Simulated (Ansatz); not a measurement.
BaO: projected DOS by orbital

```
CELL_PARAMETERS angstrom
0.00000 2.75000 2.75000
2.75000 0.00000 2.75000
2.75000 2.75000 0.00000
ATOMIC_POSITIONS crystal
Ba 0.00000 0.00000 0.00000
O 0.50000 0.50000 0.50000
```

Atoms are numbered in the order listed.

The cell is COD entry 5910030, as deposited and not checked against the literature; nothing was relaxed. It differs from other determinations.

Spin–orbit coupling is left out, though it moves levels of the heavy atoms by tenths of an eV or more.

Computed with DFT, PBE, all-electron LAPW, scalar-relativistic in Ansatz 0.2.0.

Numerical set-up: a Γ-centred 8×8×8 k mesh, Fermi–Dirac smearing of 0.02 eV, basis error target 0.5 meV/atom, no spin polarisation.

States per eV for one atom of each kind, in 0.4 eV bins named by their centres, from the valence-band top, projected on a minimal set of Löwdin-orthogonalised atomic shells; orbitals are real harmonics on the Cartesian axes, equal curves share a column, and empty bins are left out, as is all above 4.4 eV, near the top of the computed bands.

Ba1 5p:

```
# E all pz=px=py
-11.7 0.45 0.15
-11.3 1.59 0.53
-10.9 4.10 1.37
-10.5 7.71 2.57
-10.1 0.20 0.07
-1.7 0.02 0.01
-1.3 0.06 0.02
-0.9 0.10 0.03
-0.5 0.19 0.06
-0.1 0.04 0.01
```

O2 2p:

```
# E all pz=px=py
-11.7 0.03 0.01
-11.3 0.09 0.03
-10.9 0.15 0.05
-10.5 0.10 0.03
-2.1 0.02 0.01
-1.7 1.54 0.51
-1.3 3.84 1.28
-0.9 3.24 1.08
-0.5 3.92 1.31
-0.1 0.60 0.20
2.7 0.01 0.00
3.1 0.01 0.00
3.5 0.02 0.01
3.9 0.04 0.01
4.3 0.08 0.03
```

Ba1 6s:

```
# E all
-11.3 0.01
-10.9 0.02
-10.5 0.02
-2.1 0.01
-1.7 0.24
-1.3 0.18
-0.9 0.07
-0.5 0.03
3.1 0.01
3.5 0.01
3.9 0.05
4.3 0.13
```
